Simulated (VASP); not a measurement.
A run of VASP 6.6.1:

File INCAR:

```
SYSTEM = PtS2
PREC = Accurate
ENCUT = 580
EDIFF = 1E-6
ISMEAR = -1
SIGMA = 0.05
LREAL = .FALSE.
LASPH = .TRUE.
NELM = 80
ALGO = Fast
ISIF = 3
LWAVE = .FALSE.
LCHARG = .FALSE.
GGA = PE
IBRION = 2
NSW = 60
EDIFFG = -0.01
```

The input KPOINTS:

```
regular mesh
0
G
  9 9 5
  0 0 0
```

Contents of POSCAR:

```
PtS2
1.0
    3.5432000000      0.0000000000      0.0000000000
   -1.7716000000      3.0685012107      0.0000000000
    0.0000000000      0.0000000000      5.0388000000
Pt S
1 2
Direct
    0.0000000000      0.0000000000      0.0000000000
    0.6666666667      0.3333333333      0.7730000000
    0.3333333333      0.6666666667      0.2270000000
```

Potentials or basis: VASP PAW PBE potentials, release 54 (Pt, S).

Run with:

```sh
$ cat potpaw_PBE.54/Pt/POTCAR potpaw_PBE.54/S/POTCAR > POTCAR
$ mpirun -np 1 vasp_std > vasp.out
```

Hardware: 1 thread of AMD EPYC 9R45 (Zen 5) (shared host).

**Question.** Estimate the wall time of this run.

**Answer.** Wall time 4.9 min on 1 thread of AMD EPYC 9R45 (Zen 5) (shared host), peak memory 0.19 GiB. Counts: scf iterations 168, k points 50, ion steps 17.
